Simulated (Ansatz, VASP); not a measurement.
**SnSe: VASP beside Ansatz**

```xyz
2
Lattice="0.0000 3.1259 3.1259 3.1259 0.0000 3.1259 3.1259 3.1259 0.0000" Properties=species:S:1:pos:R:3 pbc="T T T"
Sn    0.0000    0.0000    0.0000
Se    3.1259    3.1259    3.1259
```

Measurements of this composition are mostly on another form, of space group No. 62.

Alike in both runs: task single point; functional PBEsol; k mesh 6 × 6 × 6; no spin polarisation.

```csv
,VASP,Ansatz
version,VASP 6.6.1,Ansatz 0.2.0
potentials or method,"VASP PAW PBE potentials, release 64 (Sn_d, Se)","plane waves, PAW"
plane-wave cutoff (eV),520,500
occupations,"methfessel-paxton of order 1, width 0.1 eV",methfessel-paxton of order 1
valence electrons in the cell,20,30
```

```csv
,VASP,Ansatz,Ansatz less VASP
pressure (GPa),-6.3,-6.3,0.00
```

The two sets of potentials don't hold the same shells in valence.

Caveats: the PAW data sets were made with another functional, which shifts forces and pressure a little (VASP).
